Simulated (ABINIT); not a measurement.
Crystal: Rh.

```xyz
1
Lattice="0.0000 1.8979 1.8979 1.8979 0.0000 1.8979 1.8979 1.8979 0.0000" Properties=species:S:1:pos:R:3 pbc="T T T"
Rh    0.0000    0.0000    0.0000
```

Base run:

* Program: ABINIT 10.8.3 (patched build)
* Functional: PBEsol
* Potentials or basis: PseudoDojo NC SR PBEsol v0.4 stringent
* Cutoff: 1197 eV
* k mesh: 12 × 12 × 12
* Occupations: fermi-dirac, width 0.05 eV
* Spin: no spin polarisation

Its results: band gap on the k mesh none (metal or under the smearing width); pressure -3.4 GPa.

**Question.** After a change of settings the same cell gave: band gap on the k mesh none (metal or under the smearing width); pressure -4.6 GPa. Which change was it?
A. functional from PBEsol to SCAN; potentials or basis from PseudoDojo NC SR PBEsol v0.4 stringent to JTH PAW PBE v2.0; cutoff from 1197 eV to 653 eV
B. functional from PBEsol to LDA-PZ; potentials or basis from PseudoDojo NC SR PBEsol v0.4 stringent to JTH PAW LDA v2.0; cutoff from 1197 eV to 544 eV
C. functional from PBEsol to SOGGA; potentials or basis from PseudoDojo NC SR PBEsol v0.4 stringent to JTH PAW PBE v2.0; cutoff from 1197 eV to 544 eV
D. potentials or basis from PseudoDojo NC SR PBEsol v0.4 stringent to JTH PAW PBE v2.0; cutoff from 1197 eV to 544 eV; k mesh from 12 × 12 × 12 to 7 × 7 × 7

**Answer.** D.

Caveats: some runs use coarse meshes; the PAW data sets were made with another functional, which shifts forces and pressure a little (some runs).
